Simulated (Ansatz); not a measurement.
BAs (rocksalt type), DFT, PBE, all-electron LAPW, scalar-relativistic (Ansatz 0.2.0), on 1 thread of Arm Neoverse V2 (shared host).

Command: `ansatz run input.yaml --threads 1 --pin off --max-ram 2048MiB --backend cpu --events-out ev --progress --plain --runs-dir out`

```yaml
crystal:
  lattice:
    - [0.0, 1.9888317595, 1.9888317595]
    - [1.9888317595, 0.0, 1.9888317595]
    - [1.9888317595, 1.9888317595, 0.0]
  atoms:
    - { symbol: B, position: [0.0, 0.0, 0.0] }
    - { symbol: As, position: [0.5, 0.5, 0.5] }
kpoints:
  mp_grid: { grid: [15, 15, 15] }
scf:
  occupations: { method: fermi_dirac, width: 0.08 }
hamiltonian:
  xc: pbe
  pseudopotentials: { kind: all_electron, lapw: { basis_error: 0.001 } }
output:
  forces: true
  stress: true
  eigenvalues: true
  populations: true
```

Problem. How large is the problem that the program sets up?

Solution. 120 irreducible k-points, 259 plane waves at Γ, 18 bands.

Problem. About how long does it take?

Solution. 13 s of wall time for 7 SCF iterations. Times on shared machines scatter by tens of per cent.
